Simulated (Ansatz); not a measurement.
Sr₁₅O₁₆: course of a relaxation

Computed with DFT PBE, scalar-relativistic, plane waves, PAW in Ansatz. (420 eV cutoff, 2×2×2 k-mesh, shifted by half a step, Gaussian smearing of 0.01 eV, collinear spin)

What was changed: Sr vacancy (site b), charge -2, atoms relaxed at the host's cell.

The starting moments were lost, and the run ended without a moment.

In a supercell of 31 atoms the defect feels its periodic images.

Command:

```bash
ansatz run input.yaml --threads 4 --pin off --max-ram 6144MiB --backend cpu --events-out ev --progress --plain --runs-dir out
```

Input:

```yaml
crystal:
  lattice:
    - [5.194904041, -5.194904041, -5.194904041]
    - [-5.194904041, 5.194904041, -5.194904041]
    - [5.194904041, 5.194904041, 5.194904041]
  atoms:
    - { symbol: Sr, position: [0.75, 0.0037894873, 0.7462105127] }
    - { symbol: Sr, position: [0.5037894873, 0.4962105127, 0.5] }
    - { symbol: Sr, position: [0.75, 0.75, 0.0] }
    - { symbol: Sr, position: [0.5037894873, 0.25, 0.7462105127] }
    - { symbol: Sr, position: [0.75, 0.4962105127, 0.2537894873] }
    - { symbol: Sr, position: [0.5037894873, 0.0037894873, 0.0075789745] }
    - { symbol: Sr, position: [0.25, 0.75, 0.5] }
    - { symbol: Sr, position: [0.2424210255, 0.4962105127, 0.7462105127] }
    - { symbol: Sr, position: [0.5037894873, 0.7575789745, 0.2537894873] }
    - { symbol: Sr, position: [-0.0037894873, 0.0037894873, 0.5] }
    - { symbol: Sr, position: [0.25, 0.25, 0.0] }
    - { symbol: Sr, position: [0.2575789745, 0.0037894873, 0.2537894873] }
    - { symbol: Sr, position: [-0.0037894873, 0.7424210255, 0.7462105127] }
    - { symbol: Sr, position: [-0.0037894873, 0.4962105127, -0.0075789745] }
    - { symbol: Sr, position: [-0.0037894873, 0.25, 0.2537894873] }
    - { symbol: O, position: [0.0178108177, 0.25, 0.7678108177], spin: 0.333 }
    - { symbol: O, position: [0.0, 0.0, 0.0] }
    - { symbol: O, position: [0.75, 0.5178108177, 0.7678108177], spin: 0.333 }
    - { symbol: O, position: [0.0, 0.75, 0.25] }
    - { symbol: O, position: [0.75, 0.25, 0.0] }
    - { symbol: O, position: [0.0178108177, 0.5178108177, 0.5], spin: 0.333 }
    - { symbol: O, position: [0.75, -0.0178108177, 0.2321891823], spin: 0.333 }
    - { symbol: O, position: [0.5, 0.75, 0.75] }
    - { symbol: O, position: [0.5, 0.5, 0.0] }
    - { symbol: O, position: [0.75, 0.75, 0.5] }
    - { symbol: O, position: [0.25, 0.0, 0.75] }
    - { symbol: O, position: [0.4821891823, 0.25, 0.2321891823], spin: 0.333 }
    - { symbol: O, position: [0.4821891823, -0.0178108177, 0.5], spin: 0.333 }
    - { symbol: O, position: [0.25, 0.75, 0.0] }
    - { symbol: O, position: [0.25, 0.5, 0.25] }
    - { symbol: O, position: [0.25, 0.25, 0.5] }
  host:
    lattice:
      - [0.0, 2.5974520205, 2.5974520205]
      - [2.5974520205, 0.0, 2.5974520205]
      - [2.5974520205, 2.5974520205, 0.0]
    atoms:
      - { symbol: Sr, position: [0.5, 0.5, 0.5] }
      - { symbol: O, position: [0.0, 0.0, 0.0] }
total_charge: -2
basis:
  ecutwfc: 420
  xc_grid: 2
kpoints:
  mp_grid: { grid: [2, 2, 2], shift: [0.5, 0.5, 0.5] }
hamiltonian:
  xc: pbe
scf:
  occupations: { method: gaussian, width: 0.01 }
output:
  forces: true
  stress: false
  eigenvalues: true
  populations: true
  charged_corrections:
    defect_position: [0.75, 0.25, 0.5]
    epsilon: [[20.9683, 0.0, 0.0], [0.0, 20.9683, 0.0], [0.0, 0.0, 20.9683]]
  write_density: true
  write_potential: true
  elf: true
  volumetric_format: npy
magnetization:
  spin_polarized: true
relax:
  adjacent_minimum: "off"
  f_tol: 0.025
  max_steps: 45
```

F is the free energy.

At step 2 the energy rises: a step can overshoot before the optimiser corrects it.

Steps:

```csv
step,F − F(1) (eV),largest force component (eV/Å)
1,0.0000,0.120
2,0.0790,0.301
3,-0.0204,0.030
4,-0.0206,0.009
```

Relaxed structure:

```cif
data_structure
_symmetry_space_group_name_H-M 'P 1'
_symmetry_Int_Tables_number 1
_cell_length_a 8.9978
_cell_length_b 8.9978
_cell_length_c 8.9978
_cell_angle_alpha 109.471
_cell_angle_beta 109.471
_cell_angle_gamma 109.471
_cell_volume 560.78
loop_
_atom_site_label
_atom_site_type_symbol
_atom_site_fract_x
_atom_site_fract_y
_atom_site_fract_z
_atom_site_occupancy
Sr1 Sr 0.75000 0.00505 0.74495 1
Sr2 Sr 0.50505 0.49495 0.50000 1
Sr3 Sr 0.75000 0.75000 0.00000 1
Sr4 Sr 0.50505 0.25000 0.74495 1
Sr5 Sr 0.75000 0.49495 0.25505 1
Sr6 Sr 0.50505 0.00505 0.01010 1
Sr7 Sr 0.25000 0.75000 0.50000 1
Sr8 Sr 0.23990 0.49495 0.74495 1
Sr9 Sr 0.50505 0.76010 0.25505 1
Sr10 Sr 0.99495 0.00505 0.50000 1
Sr11 Sr 0.25000 0.25000 0.00000 1
Sr12 Sr 0.26010 0.00505 0.25505 1
Sr13 Sr 0.99495 0.73990 0.74495 1
Sr14 Sr 0.99495 0.49495 0.98990 1
Sr15 Sr 0.99495 0.25000 0.25505 1
O1 O 0.01662 0.25000 0.76662 1
O2 O 0.00000 0.00000 0.00000 1
O3 O 0.75000 0.51662 0.76662 1
O4 O 0.00000 0.75000 0.25000 1
O5 O 0.75000 0.25000 0.00000 1
O6 O 0.01662 0.51662 0.50000 1
O7 O 0.75000 0.98338 0.23338 1
O8 O 0.50000 0.75000 0.75000 1
O9 O 0.50000 0.50000 0.00000 1
O10 O 0.75000 0.75000 0.50000 1
O11 O 0.25000 0.00000 0.75000 1
O12 O 0.48338 0.25000 0.23338 1
O13 O 0.48338 0.98338 0.50000 1
O14 O 0.25000 0.75000 0.00000 1
O15 O 0.25000 0.50000 0.25000 1
O16 O 0.25000 0.25000 0.50000 1
```

The run converged. The run took 49 s on 4 threads of Arm Neoverse V2 (shared host), peak memory 1.8 GiB.